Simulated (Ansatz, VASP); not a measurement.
# FeP: VASP beside Ansatz

Wanted: the spread between two codes on one cell, functional and k mesh. The cell comes out of the VASP series on this material, whose earlier steps may have relaxed, scaled or displaced it; both programs get it as it stands.

Method: plane waves, with VASP 6.6.1 beside it; relaxation of cell and atoms at LDA, DFT+U, in Ansatz 0.2.0.

## (1) Starting point

Symmetry: Pnma, No. 62, orthorhombic system. The conventional cell has a = 5.016 Å, b = 2.896 Å, c = 5.658 Å, α = 90.00°, β = 90.00°, γ = 90.00°. Fe has 6 P at 2.17 to 2.27 Å nearest. P has 6 Fe at 2.17 to 2.27 Å nearest. Farther neighbours are not listed.

## (2) Ansatz: relaxation of cell and atoms, LDA, DFT+U

Ansatz runs on its default PAW (the set named soft_2) files.

The relaxed volume is the usual yardstick between codes: its relative difference is about their pressure difference at one cell divided by the bulk modulus.

File input.yaml:

```yaml
crystal:
  lattice:
    - [5.0155311405, 0.0, 0.0]
    - [0.0, 2.8962646502, 0.0]
    - [0.0, 0.0, 5.6583464642]
  atoms:
    - { symbol: Fe, position: [0.5018262487, 0.75, 0.295101397] }
    - { symbol: Fe, position: [0.4981737513, 0.25, 0.704898603] }
    - { symbol: Fe, position: [0.9981737513, 0.25, 0.795101397] }
    - { symbol: Fe, position: [0.0018262487, 0.75, 0.204898603] }
    - { symbol: P, position: [0.309854303, 0.75, 0.9352055266] }
    - { symbol: P, position: [0.690145697, 0.25, 0.0647944734] }
    - { symbol: P, position: [0.190145697, 0.25, 0.4352055266] }
    - { symbol: P, position: [0.809854303, 0.75, 0.5647944734] }
hamiltonian:
  xc: lda
  pseudopotentials: { kind: paw }
  hubbard: { sites: [{ species: Fe, l: d, u_eff: 5.3 }] }
kpoints:
  mp_grid: { grid: [8, 12, 6] }
scf:
  occupations: { method: methfessel_paxton, width: 0.15 }
relax:
  f_tol: 0.01
  max_steps: 60
  cell: { stress_tol: 0.05 }
output:
  forces: true
  stress: true
```

Launch:

```console
$ ansatz run input.yaml --threads 4 --pin off --max-ram 9216MiB --backend cpu --events-out ev --progress --plain --runs-dir out
```

Numbers of over 12 decimals in the logs are rounded to 6 here.

The program printed:

```text
Fe: projections on atomic orbitals take those of the free atom [Ne] 3s2 3p6 3d6 4s2, of charge +0.00 (hamiltonian.pseudopotentials.projection_atoms); the dataset's partial waves leave at most 1.1e-6 of an orbital's norm unspanned inside its sphere
P: projections on atomic orbitals take those of the free atom [Ne] 3s2 3p3, of charge +0.00 (hamiltonian.pseudopotentials.projection_atoms); the dataset's partial waves leave at most 1.0e-7 of an orbital's norm unspanned inside its sphere
Engine: ansatz 0.2.0, aarch64-unknown-linux-gnu
Pseudopotentials: kind: paw
Pseudopotential: Fe, paw, valence charge 16, recommended cutoff 420 eV (normal), Fe.paw.azcp
Pseudopotential: P, paw, valence charge 5, recommended cutoff 420 eV (normal), P.paw.azcp
Functional definition: SPW92
  exchange = slater_x
  correlation = pw_c
Crystal: 8 atoms, lattice volume = 82.195 Å³
Basis set: ecut = 420 eV, 1619 PW (Γ)
Bands: 51, of which v1, the nominal top of the filled ones, is band 42 counted from 1 (41 counted from 0)
Symmetry: 8 space group operations
Space group: Pnma (ITA 62), of the structure as read, at distance tolerance 4.3e-5 Å
k-points: 140 of 576
Non-local potential: Fe, projectors of the file, l = 0: 3, l = 1: 2, l = 2: 3, l = 3: 1
Non-local potential: P, projectors of the file, l = 0: 2, l = 1: 2, l = 2: 2
PAW form: soft (Blöchl's): semilocal exchange-correlation on the pseudo side does not see the compensation charge
PAW frozen core: Fe, regenerated for the run's functional, and the local potential with it (the file was generated under x = pbe(κ = 0.804, μ = 0.219515), c = pbe(β = 0.066725))
PAW frozen core: P, regenerated for the run's functional, and the local potential with it (the file was generated under x = pbe(κ = 0.804, μ = 0.219515), c = pbe(β = 0.066725))
PAW one-centre angular grid: Fe, 590 points (default); XC on 64 Gauss nodes
PAW one-centre angular grid: P, 110 points (default); XC on 64 Gauss nodes
Initial density: superposition of atomic densities (chi_scale 0.1, normalization cell, long waves of neutral atoms under a Hubbard term (reshape's long-wave potential 0.00 eV rms, cloud 2.39 Å wide))
Initial wavefunctions: pseudopotential atomic-orbital guess
Functional: x = slater, c = lda
SCF iter   1: F=—  HF=-20571.369173 eV  |F-HF|=—  |Δ(HF+E_count)|=         —  Δρ=1.30e-1  dr2=1.88e1  ethr=3.10e-3  ⟨swp⟩=6.8  Hψ=27565  notcnv=0
preconditioner: auto → Kerker (q_TF=auto, 2.738 Å⁻¹)  [metal: Δε(μ)=0.002 eV  Ē_g=7.265 eV  σ=0.150 eV  W_gap=0.01  n_scr=26 (ndim 8)  ℏωp=29.5 eV  f_vac=0.000  D(μ)=5.22/eV (n_scr^D=60)]
SCF iter   2: F=—  HF=-20571.100783 eV  |F-HF|=—  |Δ(HF+E_count)|=   2.68e-1  S|Δr|=    0.00e0  Δρ=1.17e-1  dr2=5.17e0  ethr=3.10e-3  ⟨swp⟩=3.1  Hψ=15377  notcnv=0  defer=356
SCF iter   3: F=—  HF=-20570.356903 eV  |F-HF|=—  |Δ(HF+E_count)|=   7.44e-1  S|Δr|=    0.00e0  Δρ=4.37e-2  dr2=2.10e0  ethr=3.10e-3  ⟨swp⟩=3.0  Hψ=15223  notcnv=0  defer=347
SCF iter   4: F=—  HF=-20570.221130 eV  |F-HF|=—  |Δ(HF+E_count)|=   1.36e-1  S|Δr|=    0.00e0  Δρ=1.92e-2  dr2=2.02e-1  ethr=2.50e-3  ⟨swp⟩=2.2  Hψ=10000  notcnv=0  defer=352
SCF iter   5: F=—  HF=-20570.228490 eV  |F-HF|=—  |Δ(HF+E_count)|=   7.36e-3  S|Δr|=    0.00e0  Δρ=6.16e-3  dr2=1.91e-2  ethr=2.40e-4  ⟨swp⟩=2.9  Hψ=12165  notcnv=0  defer=349
SCF iter   6: F=—  HF=-20570.227913 eV  |F-HF|=—  |Δ(HF+E_count)|=   5.77e-4  S|Δr|=    0.00e0  Δρ=2.07e-3  dr2=3.84e-3  ethr=2.27e-5  ⟨swp⟩=2.9  Hψ=12747  notcnv=0  defer=349
SCF iter   7: F=—  HF=-20570.227547 eV  |F-HF|=—  |Δ(HF+E_count)|=   3.65e-4  S|Δr|=    0.00e0  Δρ=5.44e-4  dr2=1.41e-4  ethr=4.57e-6  ⟨swp⟩=2.0  Hψ=9451  notcnv=0  defer=346
SCF iter   8: F=—  HF=-20570.227551 eV  |F-HF|=—  |Δ(HF+E_count)|=   4.09e-6  S|Δr|=    0.00e0  Δρ=1.32e-4  dr2=8.00e-6  ethr=1.68e-7  ⟨swp⟩=2.2  Hψ=9639  notcnv=0  defer=346
SCF iter   9: F=—  HF=-20570.227549 eV  |F-HF|=—  |Δ(HF+E_count)|=   2.93e-6  S|Δr|=    0.00e0  Δρ=2.20e-5  dr2=2.03e-7  ethr=9.52e-9  ⟨swp⟩=2.3  Hψ=11186  notcnv=0  defer=346
SCF iter  10: F=-20570.227549 eV  HF=-20570.227549 eV  |F-HF|=1.72e-8  |Δ(HF+E_count)|=   6.07e-8  S|Δr|=    0.00e0  Δρ=8.09e-6  dr2=3.87e-8  ethr=1.19e-10  ⟨swp⟩=4.0  Hψ=24863  notcnv=0
SCF 1 converged in 10 iterations: F = -20570.227549 eV  dr2 = 3.87e-8
  greatest PAW one-centre occupation: 1.003 electrons in one spin orbital (limit 2), on the Fe atom at site 3 (counted from 0), in its partial waves of l = 1
relax step   1: F+E_penalty+E_count = -20570.22754856 eV  Δ(F+E_penalty+E_count) = +0.000e0 eV  max|allowed force component| = 1.737e-1 eV/Å  Δτ_max = 0.0000 Å  P = +8.284 GPa  Ω = 82.195 Å³  (10 SCF iters, dr2 threshold 1.00e-7 eV, accepted)
[... from here on, the SCF cycles and remarks between the steps are left out ...]
relax step   2: F+E_penalty+E_count = -20570.28349030 eV  Δ(F+E_penalty+E_count) = -5.594e-2 eV  max|allowed force component| = 1.197e-1 eV/Å  Δτ_max = 0.0055 Å  P = +3.861 GPa  Ω = 83.618 Å³  energy of the carried Pulay correction = -1.599e-3 eV  (7 SCF iters, dr2 threshold 8.00e-7 eV, accepted)
relax step   3: F+E_penalty+E_count = -20570.30284972 eV  Δ(F+E_penalty+E_count) = -1.936e-2 eV  max|allowed force component| = 6.098e-2 eV/Å  Δτ_max = 0.0056 Å  P = +0.157 GPa  Ω = 84.968 Å³  energy of the carried Pulay correction = -3.089e-3 eV  (7 SCF iters, dr2 threshold 8.00e-7 eV, accepted)
relax step   4: F+E_penalty+E_count = -20570.30379169 eV  Δ(F+E_penalty+E_count) = -9.420e-4 eV  max|allowed force component| = 3.510e-2 eV/Å  Δτ_max = 0.0034 Å  P = -0.113 GPa  Ω = 85.115 Å³  energy of the carried Pulay correction = -3.250e-3 eV  (6 SCF iters, dr2 threshold 3.19e-7 eV, accepted)
relax step   5: F+E_penalty+E_count = -20570.30416045 eV  Δ(F+E_penalty+E_count) = -3.688e-4 eV  max|allowed force component| = 1.257e-2 eV/Å  Δτ_max = 0.0043 Å  P = -0.033 GPa  Ω = 85.102 Å³  energy of the carried Pulay correction = -3.236e-3 eV  (6 SCF iters, dr2 threshold 1.29e-7 eV, accepted)
relax step   6: F+E_penalty+E_count = -20570.30415342 eV  Δ(F+E_penalty+E_count) = +7.039e-6 eV  max|allowed force component| = 1.917e-2 eV/Å  Δτ_max = 0.0013 Å  P = +0.048 GPa  Ω = 85.108 Å³  energy of the carried Pulay correction = -3.243e-3 eV  (7 SCF iters, dr2 threshold 1.55e-8 eV, rejected (line search))
relax step   7: F+E_penalty+E_count = -20570.30419738 eV  Δ(F+E_penalty+E_count) = -3.693e-5 eV  max|allowed force component| = 1.544e-3 eV/Å  Δτ_max = 0.0006 Å  P = +0.002 GPa  Ω = 85.104 Å³  energy of the carried Pulay correction = -3.238e-3 eV  (9 SCF iters, accepted)
relax step   8: F+E_penalty+E_count = -20570.30824164 eV  Δ(F+E_penalty+E_count) = -4.044e-3 eV  max|allowed force component| = 1.680e-3 eV/Å  Δτ_max = 0.0000 Å  P = +0.091 GPa  Ω = 85.104 Å³  stress off target by 1.48e-1 GPa  SCF on the basis re-selected at this cell (its energy is not comparable with the rows above)  (7 SCF iters)
relax step   9: F+E_penalty+E_count = -20570.30822405 eV  Δ(F+E_penalty+E_count) = +1.758e-5 eV  max|allowed force component| = 2.183e-4 eV/Å  Δτ_max = 0.0004 Å  P = +0.003 GPa  Ω = 85.148 Å³  energy of the carried Pulay correction = -4.146e-5 eV  (6 SCF iters, dr2 threshold 5.44e-8 eV, accepted)
relax step  10: F+E_penalty+E_count = -20570.30827819 eV  Δ(F+E_penalty+E_count) = -5.413e-5 eV  max|allowed force component| = 2.100e-4 eV/Å  Δτ_max = 0.0000 Å  P = +0.003 GPa  Ω = 85.148 Å³  stress off target by 6.31e-3 GPa  SCF on the basis re-selected at this cell (its energy is not comparable with the rows above)  (5 SCF iters)
basis re-selected at this cell: Δ(F+E_penalty+E_count) = -5.413e-5 eV, ΔP = +0.000 GPa vs the last step (what re-selecting the basis moved, of the pressure what is left beyond the Pulay correction that the steps carried, after the strain that the cell walked since its last selection, with what the two solves' SCF thresholds leave and, on support functions, any second-order correction that the steps lacked; it is no m [...]
SCF converged after 5 iterations
Stability not checked: this state was not tested for a lower state beside it, because cold or Methfessel-Paxton smearing, or corrected tetrahedra, fill the levels in a way that the test cannot read (fill_not_monotonic; see scf.lower_state_search)
Free energy (F): -20570.308278 eV
Harris-Foulkes:  -20570.308278 eV  (|F-HF|=1.46e-11)
Internal energy: -20570.311725 eV  (E = F + TS)
E sigma→0 (E₀):  -20570.309140 eV
Entropy (-TS):   0.003447 eV (0.431 meV/atom)
Fermi energy:    17.307963 eV
--- Per-component energies (eV) ---
  E_band       = -704.966372
  E_kinetic    = 1755.148612
  E_local      = -10214.505605  (includes V_loc(G=0)·N_el)
  E_nonlocal   = 1017.474299
  E_hartree    = 4441.669227
  E_xc         = -735.642570
  E_vxc        = -879.316373  (∫ρ·V_xc dr)
  E_hubbard    = 19.082462  (on-site DFT+U / exact-exchange correction)
  E_vhub       = -38.826264  (the Hubbard potential's part of the band-sum identity)
  E_paw        = -7383.202227  (= ΣΔE_a)
  E_vpaw       = -1228.283243  (= ΣTr[D̂ρ^β])
  E_aug_tail   = 0.003310  (compensation charges beyond the density's cutoff)
  E_ewald      = -9472.414782
  E_core_change = 2.075549  (= ΣΔE_core)
  E_smearing   = 0.003447  (= −TS)
  E_closure    = -0.000000  (closes the sum)
  Σ components = -20570.308278   (vs F -20570.308278, Δ=0.00e0)
--- Forces (eV/Å), atoms counted from 1 ---
  atom   1  Fe    -0.00004768    -0.00000000    -0.00010591
  atom   2  Fe     0.00004768     0.00000000     0.00010591
  atom   3  Fe     0.00004768     0.00000000    -0.00010591
  atom   4  Fe    -0.00004768     0.00000000     0.00010591
  atom   5  P     -0.00015394     0.00000000     0.00020998
  atom   6  P      0.00015394    -0.00000000    -0.00020998
  atom   7  P      0.00015394     0.00000000     0.00020998
  atom   8  P     -0.00015394    -0.00000000    -0.00020998
  max |Σ_I F_I| component: 5.20e-18 eV/Å
--- Stress (GPa, compression-positive) ---
        0.004037      -0.000000       0.000000
       -0.000000       0.006311       0.000000
        0.000000       0.000000      -0.001287
  P = ⅓ Tr σ = 0.0030 GPa (0.030 kbar)
Occupation matrices written to <dir>
--- Relaxed structure (8 steps of the walk, 7 accepted, 2 SCFs on fresh bases) ---
  F+E_penalty+E_count = -20570.30827819 eV   max|allowed force component| = 2.100e-4 eV/Å   (the final SCF, on the basis selected at the relaxed cell)
  cell:  # Å, volume = 85.1481 Å³
    - [5.052300, 0.0, 0.0]
    - [0.0, 2.966632, 0.0]
    - [0.0, 0.0, 5.680966]
  atoms:
    - { symbol: Fe, position: [0.503874, 0.750000, 0.294875] }
    - { symbol: Fe, position: [0.496126, 0.250000, 0.705125] }
    - { symbol: Fe, position: [0.996126, 0.250000, 0.794875] }
    - { symbol: Fe, position: [0.00387424, 0.750000, 0.205125] }
    - { symbol: P, position: [0.312250, 0.750000, 0.934073] }
    - { symbol: P, position: [0.687750, 0.250000, 0.065927] }
    - { symbol: P, position: [0.187750, 0.250000, 0.434073] }
    - { symbol: P, position: [0.812250, 0.750000, 0.565927] }
```

The job ended after 2.2 min (4 threads of Arm Neoverse V1, shared host; peak memory 1.1 GiB).

(Part 1 of 2 ends here.)

[Lines on the potential files, build, host, timing and source positions are cut from VASP's logs without a mark.]

[Logs are printed without paths, hosts, clocks, repeated set-up lines and the standing remarks that a program may print on its own settings, such as how far it seeks lower states.]

[Hosts, paths, dates, database ids (printed as entryN), source tags and the programs' standing remarks are cut or masked in the printed files.]
